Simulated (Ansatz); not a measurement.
**Perturbing GaSe**

Base: an entry of the Crystallography Open Database (COD) whose atoms were relaxed with PBE, the cell held.

```xyz
8
Lattice="3.7500 0.0000 0.0000 -1.8750 3.2476 0.0000 0.0000 0.0000 15.9200" Properties=species:S:1:pos:R:3 pbc="T T T"
Ga    0.0000    2.1651   14.7685
Ga    1.8750    1.0825    6.8085
Ga    0.0000    2.1651    9.1115
Ga    1.8750    1.0825    1.1515
Se    0.0000    2.1651    2.4896
Se    1.8750    1.0825   10.4496
Se    0.0000    2.1651    5.4704
Se    1.8750    1.0825   13.4304
```

Sites (sets of like atoms) are named by element and the number of their first atom in this list.

Method: Kohn–Sham DFT in Ansatz, PBE, plane waves and PAW, scalar-relativistic, 420 eV cutoff, Γ-centred 14×14×3 k-points, Fermi–Dirac smearing 0.05 eV.

Gradients in 10²¹ V/m²:

| site | atoms | V_zz base | η base | V_zz variant | η variant |
| --- | --- | --- | --- | --- | --- |
| Ga | 1, 2, 3, 4 | 0.053 | 0.00 | -0.22 | 0.00 |
| Se | 5, 6, 7, 8 | 16.64 | 0.00 | 18.01 | 0.00 |

(1) Which change was made?
A. volume scaled by 0.98, ions relaxed
B. z compressed by 2 %, ions relaxed
C. volume scaled by 1.06, ions relaxed
D. z stretched by 3 %, ions relaxed

Results:

(1) B. The largest change of V_zz is on Se, from 16.64 to 18.01. In per cent, |V_zz| changes by +8 on Se (all sites that start above 2). V_zz changes sign on Ga (same axis).

The run finds no gap above 0.1 eV (a metal, or nearly one), so the gradients can move by 10 % or more with the k-mesh.
